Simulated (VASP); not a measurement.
RbBr (strained zincblende): one PBE single-point calculation in two programs

```
Rb Br
1.0
     0.00000    3.86950    3.86950
     3.79211    0.00000    3.86950
     3.79211    3.86950    0.00000
Rb Br
1 1
Cartesian
  0.0000 0.0000 0.0000
  1.8961 1.9347 1.9347
```

The two codes use different PAW datasets and cutoffs. VASP's cell holds 16 valence electrons and Ansatz's 16. Ansatz's stress includes a Pulay correction; VASP's doesn't.

Cutoffs: 520 eV in VASP, 420 eV in Ansatz. k meshes: 6×6×6 and 6×6×6.

|  | VASP | Ansatz |
| --- | --- | --- |
| gap between bands v and c | 4.10 eV | 4.10 eV |
| least direct gap | 4.20 eV | 4.20 eV |
| pressure | 0.4 GPa | 0.4 GPa |

Band v is the last that the valence electrons fill when counted band by band, and c is the next. Levels in eV from the top of v, Ansatz:

```csv
point,v−1,v,c,c+1
Γ,-0.11,-0.10,4.10,8.12
X,0.00,0.00,5.92,6.74
K,-0.09,-0.01,6.07,6.79
L,-0.06,-0.05,6.32,6.52
W,-0.16,0.00,6.07,6.74
```

VASP:

```tsv
point	v−1	v	c	c+1
Γ	-0.10	-0.10	4.10	8.12
X	0.00	0.00	5.92	6.74
K	-0.09	-0.01	6.06	6.79
L	-0.06	-0.05	6.32	6.52
W	-0.16	0.00	6.07	6.74
```
